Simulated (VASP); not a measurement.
Set up this calculation in VASP 6.6.1, as the native input.

* Task: band structure
* Functional: LDA
* Potentials or basis: VASP PAW LDA potentials, release 64 (Ge_d, Mg)
* Cutoff: 520 eV
* k mesh: 8 × 8 × 8
* Occupations: gaussian, width 0.02 eV
* Spin: no spin polarisation
* Further INCAR settings: ALGO = Normal; EDIFF = 1e-06

Crystal: Mg2Ge.

```
Ge Mg
1.0
     0.00000    3.18900    3.18900
     3.18900    0.00000    3.18900
     3.18900    3.18900    0.00000
Ge Mg
1 2
Direct
  0.00000 0.00000 0.00000
  0.75000 0.75000 0.75000
  0.25000 0.25000 0.25000
```

One way to write it, as run:

POSCAR

```
Mg2Ge
1.0
    0.0000000000      3.1890000000      3.1890000000
    3.1890000000      0.0000000000      3.1890000000
    3.1890000000      3.1890000000      0.0000000000
Ge Mg
1 2
Direct
    0.0000000000      0.0000000000      0.0000000000
    0.7500000000      0.7500000000      0.7500000000
    0.2500000000      0.2500000000      0.2500000000
```

INCAR.step1

```
  PREC = Accurate
  ENCUT = 520
  EDIFF = 1E-6
  ISMEAR = 0
  SIGMA = 0.02
  LREAL = False
  LASPH = True
  NELM = 100
  ALGO = Normal
  ISIF = 2
  LWAVE = False
  LCHARG = True
```

KPOINTS.step1

```
Automatic mesh
0
Gamma
  8 8 8
```

INCAR.step2

```
  PREC = Accurate
  ENCUT = 520
  EDIFF = 1E-6
  ISMEAR = 0
  SIGMA = 0.05
  LREAL = False
  LASPH = True
  NELM = 100
  ALGO = Normal
  ISIF = 2
  LWAVE = False
  LCHARG = False
  ICHARG = 11
```

KPOINTS.step2

```
path GXWKGLUWLK,UX
15
line-mode
reciprocal
 0.0000000000  0.0000000000  0.0000000000  G
 0.5000000000  0.0000000000  0.5000000000  X

 0.5000000000  0.0000000000  0.5000000000  X
 0.5000000000  0.2500000000  0.7500000000  W

 0.5000000000  0.2500000000  0.7500000000  W
 0.3750000000  0.3750000000  0.7500000000  K

 0.3750000000  0.3750000000  0.7500000000  K
 0.0000000000  0.0000000000  0.0000000000  G

 0.0000000000  0.0000000000  0.0000000000  G
 0.5000000000  0.5000000000  0.5000000000  L

 0.5000000000  0.5000000000  0.5000000000  L
 0.6250000000  0.2500000000  0.6250000000  U

 0.6250000000  0.2500000000  0.6250000000  U
 0.5000000000  0.2500000000  0.7500000000  W

 0.5000000000  0.2500000000  0.7500000000  W
 0.5000000000  0.5000000000  0.5000000000  L

 0.5000000000  0.5000000000  0.5000000000  L
 0.3750000000  0.3750000000  0.7500000000  K

 0.6250000000  0.2500000000  0.6250000000  U
 0.5000000000  0.0000000000  0.5000000000  X
```

Potentials or basis: VASP PAW LDA potentials, release 64 (Ge_d, Mg).

Run with:

```console
$ cat potpaw_LDA.64/Ge_d/POTCAR potpaw_LDA.64/Mg/POTCAR > POTCAR
$ cp INCAR.step1 INCAR
$ cp KPOINTS.step1 KPOINTS
$ mpirun -np 1 vasp_std > vasp.out
$ cp INCAR.step2 INCAR
$ cp KPOINTS.step2 KPOINTS
$ mpirun -np 1 vasp_std > vasp.out
```

Results of the run:

* Band gap on the k mesh: 0.14 eV, indirect (least direct gap 0.93 eV)
* Band gap along the path: 0.14 eV, indirect (least direct gap 0.93 eV)

Caveat: the log is that of the step along the path at fixed density, whose energy, stress, charges and moments have no meaning.

Wall time 36 s on 1 thread of Intel(R) Xeon(R) 6975P-C (Granite Rapids), on a shared host, peak memory 0.27 GiB.
